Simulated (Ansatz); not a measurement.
## SnTe under changes of volume

One of the cells (31.281 Å³/atom); the others are scaled copies at fixed shape and fractional positions:

```xyz
2
Lattice="0.0000 3.1509 3.1509 3.1509 0.0000 3.1509 3.1509 3.1509 0.0000" Properties=species:S:1:pos:R:3 pbc="T T T"
Te    3.1509    3.1509    3.1509
Sn    0.0000    0.0000    0.0000
```

- Program: Ansatz 0.2.0
- Functional: r2SCAN
- Potentials or basis: Ansatz PAW
- Cutoff: 500 eV (not typed: the program's choice for these potentials)
- k mesh: 7 × 7 × 7
- Occupations: fermi-dirac, width 0.05 eV
- Spin: no spin polarisation

| volume (Å³/atom) | energy over the lowest point (meV/atom) | pressure (GPa) |
| --- | --- | --- |
| 29.404 | ? | ? |
| 30.030 | 24.72 | 3.7 |
| 30.656 | 12.41 | 2.6 |
| 31.281 | 4.47 | 1.5 |
| 31.907 | 0.47 | 0.6 |
| 32.532 | 0.00 | -0.3 |
| 33.158 | 2.73 | -1.1 |

What does the run at 29.404 Å³/atom give?

Energy over the lowest point 41.90 meV/atom; pressure 5.1 GPa.

Worked out: A Birch-Murnaghan fit of order 3 (a polynomial in V^(-2/3)) to the other rows has its minimum at 32.30 Å³/atom with B0 = V·E''(V) = 44 GPa and B' = 4.4. It gives 41.90 meV/atom at 29.404 Å³/atom, against the run's 41.90, and -dE/dV = 5.1 GPa, against 5.1.

Energies are extrapolated to zero smearing.

Caveats: the PAW data sets come from PBE, with cores solved anew for the run's functional, which leaves a small shift of forces and pressure.
